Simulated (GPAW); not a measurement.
Here is a GPAW 26.7.0 calculation.

The input run.py:

```python
import json
import numpy as np
from ase.dft.bandgap import bandgap
from ase.io import read, write
from gpaw import GPAW, PW

atoms = read('POSCAR')

calc = GPAW(mode=PW(800),
            xc={'name': 'vdW-DF2', 'backend': 'libvdwxc'},
            kpts={'size': (12, 12, 12), 'gamma': True},
            occupations={'name': 'fermi-dirac', 'width': 0.05},
            nbands=18,
            convergence={'density': 1e-05, 'energy': 1e-05},
            maxiter=150,
            txt='gpaw.txt')
atoms.calc = calc
energy = atoms.get_potential_energy()
forces = atoms.get_forces()
calc.write('gs.gpw')
write('result.traj', atoms)
print(f'Energy: {energy:.6f} eV')
print('Forces (eV/A):')
print(forces.round(4))
print('Fermi level:', round(calc.get_fermi_level(), 4), 'eV')
print(f'Gap: {bandgap(calc)[0]:.4f} eV, direct: {bandgap(calc, direct=True)[0]:.4f} eV')

size = (18, 18, 18)
dense = calc.fixed_density(kpts={'size': size, 'gamma': True}, update_fermi_level=True,
                           convergence={'bands': 'CBM+2.0', 'eigenstates': 1e-7}, txt='dense.txt')
ef = dense.get_fermi_level()
index = np.round(dense.get_bz_k_points() * size).astype(int) % size
recip = 2 * np.pi * atoms.cell.reciprocal()
sheets = []
for s, e_kn in enumerate(dense.eigenvalues()):
    for n in range(e_kn.shape[1] - 2):
        if e_kn[:, n].min() < ef < e_kn[:, n].max():
            e = np.empty(size)
            e[tuple(index.T)] = e_kn[dense.get_bz_to_ibz_map(), n] - ef
            de = np.array([(np.roll(e, -1, c) - np.roll(e, 1, c)) * size[c] / 2 for c in range(3)])
            v = np.linalg.norm(np.einsum('vc,cxyz->vxyz', np.linalg.inv(recip), de), axis=0)
            w = np.exp(-(e / 0.1)**2) / (0.1 * np.pi**0.5)
            sheets.append({'spin': s, 'band': n, 'filled': (e < 0).mean(), 'dos': w.mean(), 'bottom': e.min(), 'top': e.max(),
                           'velocity': (w * v).sum() / w.sum() * 1.519267e5, 'slice': e[:, :, 0].round(3).tolist()})
            print(f'spin {s} band {n}: filled share {sheets[-1]["filled"]:.3f}, from {e.min():.3f} to {e.max():.3f} eV,',
                  f'{w.mean():.3f} states/eV, mean velocity {sheets[-1]["velocity"]:.3e} m/s')
print('Fermi level on the dense mesh:', round(ef, 4), 'eV,', len(sheets), 'sheets')
json.dump({'ef': ef, 'sheets': sheets}, open('fermi.json', 'w'))
```

The input POSCAR:

```
C
1.0
    1.2331880975      0.7119814801      8.2826151019
   -1.2331880975      0.7119814801      8.2826151019
    0.0000000000     -1.4239629601      8.2826151019
C
4
Direct
    0.0871730800      0.0871730800      0.0871730800
    0.7538500600      0.7538500600      0.7538500600
    0.2461499400      0.2461499400      0.2461499400
    0.9128269200      0.9128269200      0.9128269200
```

Potentials or basis: GPAW PAW data sets (gpaw-data 1.2.1), pw.

The run is started by

```sh
$ OMP_NUM_THREADS=1 python run.py
```

Q: Estimate the band gap on the k mesh.

A: 0.20 eV, direct.

Q: Estimate the largest force.

A: 0.005 eV/Å.

Forces on the atoms (eV/Å):
```
C    0.000  0.000  0.000
C    0.000  0.000 -0.005
C    0.000  0.000  0.005
C    0.000  0.000  0.000
```

Caveat: the PAW data sets were made with another functional, which shifts forces and pressure a little; the program warned that so skewed a cell can give wrong results. A k mesh can miss the band edges.
